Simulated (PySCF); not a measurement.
## TePb in PySCF: the effect of functional

The system is TePb.

```
CELL_PARAMETERS angstrom
0.00000 3.23100 3.23100
3.23100 0.00000 3.23100
3.23100 3.23100 0.00000
ATOMIC_POSITIONS crystal
Pb 0.00000 0.00000 0.00000
Te 0.50000 0.50000 0.50000
```

Alike in all runs:

```yaml
Program: PySCF 2.14.0
Task: band structure
Potentials_or_basis: DZVP-MOLOPT-SR/GTH-PBE (potentials made for PBE)
k_mesh: 4 × 4 × 4
Occupations: fermi-dirac, width 0.05 eV
Spin: no spin polarisation
```

Problem. One run gave: gap on the mesh 0.88 eV. Which functional did it use?
A. LDA
B. r2SCAN
C. PBEsol

Solution. B.

```csv
functional,gap on the mesh (eV)
LDA,0.62
PBEsol,0.63
r2SCAN,0.88
```

Caveats: all runs use coarse meshes; spin-orbit coupling is left out, which as a rule narrows the gap of such compounds by several tenths of an eV; the basis of atomic orbitals isn't converged, which shifts pressures, moduli and gaps; meta-GGAs need a finer uniform grid than this (some runs).

Runs at the PBE level aren't shown here.
